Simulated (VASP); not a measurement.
A run of VASP 6.6.1:

The input INCAR:

```
PREC = Accurate
ENCUT = 500
EDIFF = 1E-6
ISMEAR = 0
SIGMA = 0.02
LREAL = F
LASPH = T
NELM = 80
ALGO = Normal
ISIF = 2
LWAVE = F
LCHARG = F
GGA = PE
NBANDS = 16
```

Contents of KPOINTS:

```
regular mesh
0
Gamma
  3 3 2
```

Contents of POSCAR:

```
MgS
1.0
    4.0346224068      0.0000000000      0.0000000000
   -2.0173112034      3.4940854990      0.0000000000
    0.0000000000      0.0000000000      6.4322941800
S Mg
2 2
Direct
    0.6666666667      0.3333333333      0.8792441500
    0.3333333333      0.6666666667      0.3792441500
    0.3333333333      0.6666666667      0.9957548500
    0.6666666667      0.3333333333      0.4957548500
```

Potentials or basis: VASP PAW PBE potentials, release 64 (S_GW, Mg_GW).

Run with:

```sh
$ cat potpaw_PBE.64/S_GW/POTCAR potpaw_PBE.64/Mg_GW/POTCAR > POTCAR
$ mpirun -np 1 vasp_std > vasp.out
```

Hardware: 1 thread of Intel(R) Xeon(R) 6975P-C (Granite Rapids), on a shared host.

Task: How long does it take, and how much memory?

Result: Wall time 7.1 s on 1 thread of Intel(R) Xeon(R) 6975P-C (Granite Rapids), with other jobs on the host, peak memory 0.19 GiB. Counts: scf iterations 12, k points 6.
